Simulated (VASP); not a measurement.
Here is a VASP 6.6.1 calculation.

File INCAR:

```
SYSTEM = HgSe
PREC = Accurate ; ENCUT = 600
EDIFF = 1E-6 ; ISMEAR = 0
SIGMA = 0.1 ; LREAL = .FALSE.
LASPH = .TRUE. ; NELM = 100
ALGO = Normal ; ISIF = 3
LWAVE = .FALSE. ; LCHARG = .FALSE.
GGA = PE ; IBRION = 2
NSW = 100 ; EDIFFG = -0.002
```

The input KPOINTS:

```
Automatic mesh
0
G
  12 12 12
  0 0 0
```

File POSCAR:

```
HgSe
1.0
    0.0000000000      3.0390000000      3.0390000000
    3.0390000000      0.0000000000      3.0390000000
    3.0390000000      3.0390000000      0.0000000000
Hg Se
1 1
Direct
    0.0000000000      0.0000000000      0.0000000000
    0.2500000000      0.2500000000      0.2500000000
```

Potentials or basis: VASP PAW PBE potentials, release 64 (Hg, Se).

Run with:

```bash
$ cat potpaw_PBE.64/Hg/POTCAR potpaw_PBE.64/Se/POTCAR > POTCAR
$ mpirun -np 1 vasp_std > vasp.out
```

Estimate the relaxed volume.

30.81 Å³/atom.

What does it give for the space group after relaxing (to 0.05 Å)?

F-43m (No. 216).

The path:
| step | energy change (eV) | largest force (eV/Å) | pressure (GPa) | volume (Å³) |
| --- | --- | --- | --- | --- |
| 1 | 0.0000 | 0.0000 | 5.05 | 56.13 |
| 2 | -0.0702 | 0.0000 | -1.26 | 63.64 |
| 3 | -0.0785 | 0.0000 | 0.02 | 61.58 |
| 4 | -0.0785 | 0.0000 | -0.08 | 61.70 |
| 5 | -0.0785 | 0.0000 | 0.07 | 61.56 |
| 6 | -0.0785 | 0.0000 | -0.02 | 61.62 |
| 7 | -0.0785 | 0.0000 | 0.00 | 61.61 |

Spin-orbit coupling is left out, which matters for the levels of Hg. Zero-point motion and thermal expansion aren't in these numbers.
